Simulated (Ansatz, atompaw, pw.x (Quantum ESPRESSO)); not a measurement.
**pw.x on bcc C: one setting changed**

Potential: PAW, atompaw 4.2.0.5, PBE; core [He], reference 2s2 2p2; waves: 2s (bound); 2s channel at 2.05 Ry; 2p (bound); 2p channel at 1 Ry; 3d channel at 0.3 Ry; local part: bessel scheme, radius 1.60 bohr; core correction: smooth core density matched at 1.25 bohr; augmentation: sinc compensation charge, radius 1.80 bohr; PAW radius 2.00 bohr; waves and projectors: bloechl.

The reference run (k-mesh 18³, cutoffs 40/400 Ry, Fermi–Dirac 0.01 Ry, mixing_beta 0.4, conv_thr 1e-9, no spin) gives 5.24 GPa at 6.554 Å³/atom, where all-electron LAPW gives 4.10 GPa. This run, with its own iteration cap, changes nspin = 2 with starting_magnetization to 0.2.

```
&control
  calculation='scf', prefix='x', pseudo_dir='./', outdir='./tmp', tstress=.true., disk_io='none'
/
&system
  ibrav=0, nat=1, ntyp=1, ecutwfc=40, ecutrho=400, nbnd=9,
  occupations='smearing', smearing='fd', degauss=0.01, nspin=2, starting_magnetization(1)=0.2
/
&electrons
  conv_thr=1e-09, mixing_beta=0.4, electron_maxstep=70
/
ATOMIC_SPECIES
C 1.0 C.UPF
CELL_PARAMETERS angstrom
  -1.17891406 1.17891406 1.17891406
  1.17891406 -1.17891406 1.17891406
  1.17891406 1.17891406 -1.17891406
ATOMIC_POSITIONS crystal
C 0.0000 0.0000 0.0000
K_POINTS automatic
18 18 18 0 0 0
```

```bash
pw.x < C.scf.in > C.scf.out
```

How does the run end?

It converges in 8 iterations; the free energy moves by +0.0 meV/atom and the pressure by +0.01 GPa. The result is that of the reference run.

```
Message from routine setup:
     using ibrav=0 with symmetry is DISCOURAGED, use correct ibrav instead
     lattice parameter (alat)  =       3.8587  a.u.
     unit-cell volume          =      44.2286 (a.u.)^3
     number of electrons       =         4.00
     number of Kohn-Sham states=            9
     kinetic-energy cutoff     =      40.0000  Ry
     charge density cutoff     =     400.0000  Ry
     scf convergence threshold =      1.0E-09
     Exchange-correlation= SLA PW PBX PBC
     atomic species   magnetization
     number of k points=   195  Fermi-Dirac smearing, width (Ry)=  0.0100
     iteration #  1     ecut=    40.00 Ry     beta= 0.40
     total energy              =     -18.11588481 Ry
     estimated scf accuracy    <       0.00346558 Ry
     total magnetization       =     0.24 Bohr mag/cell
     absolute magnetization    =     0.24 Bohr mag/cell
     iteration #  2     ecut=    40.00 Ry     beta= 0.40
     total energy              =     -18.12100620 Ry
     estimated scf accuracy    <       0.00172706 Ry
     total magnetization       =     0.17 Bohr mag/cell
     absolute magnetization    =     0.17 Bohr mag/cell
     iteration #  3     ecut=    40.00 Ry     beta= 0.40
     total energy              =     -18.12339358 Ry
     estimated scf accuracy    <       0.00007640 Ry
     total magnetization       =     0.02 Bohr mag/cell
     absolute magnetization    =     0.02 Bohr mag/cell
     iteration #  4     ecut=    40.00 Ry     beta= 0.40
     total energy              =     -18.12343450 Ry
     estimated scf accuracy    <       0.00000510 Ry
     total magnetization       =     0.01 Bohr mag/cell
     absolute magnetization    =     0.01 Bohr mag/cell
     iteration #  5     ecut=    40.00 Ry     beta= 0.40
     total energy              =     -18.12343952 Ry
     estimated scf accuracy    <       0.00000488 Ry
     total magnetization       =     0.01 Bohr mag/cell
     absolute magnetization    =     0.01 Bohr mag/cell
     iteration #  6     ecut=    40.00 Ry     beta= 0.40
     total energy              =     -18.12344415 Ry
     estimated scf accuracy    <       0.00000194 Ry
     total magnetization       =    -0.00 Bohr mag/cell
     absolute magnetization    =     0.00 Bohr mag/cell
     iteration #  7     ecut=    40.00 Ry     beta= 0.40
     total energy              =     -18.12344446 Ry
     estimated scf accuracy    <       0.00000006 Ry
     total magnetization       =     0.00 Bohr mag/cell
     absolute magnetization    =     0.00 Bohr mag/cell
     iteration #  8     ecut=    40.00 Ry     beta= 0.40
     the Fermi energy is    11.8806 ev
!    total energy              =     -18.12344449 Ry
     estimated scf accuracy    <          4.9E-10 Ry
     smearing contrib. (-TS)   =      -0.00154460 Ry
     total magnetization       =    -0.00 Bohr mag/cell
     absolute magnetization    =     0.00 Bohr mag/cell
     convergence has been achieved in   8 iterations
          total   stress  (Ry/bohr**3)                   (kbar)     P=       52.43
     Message from routine punch:
     Nothing written, as per user request (disk_io='none')
```

The run took about 6.6 s on one core of a shared server CPU.
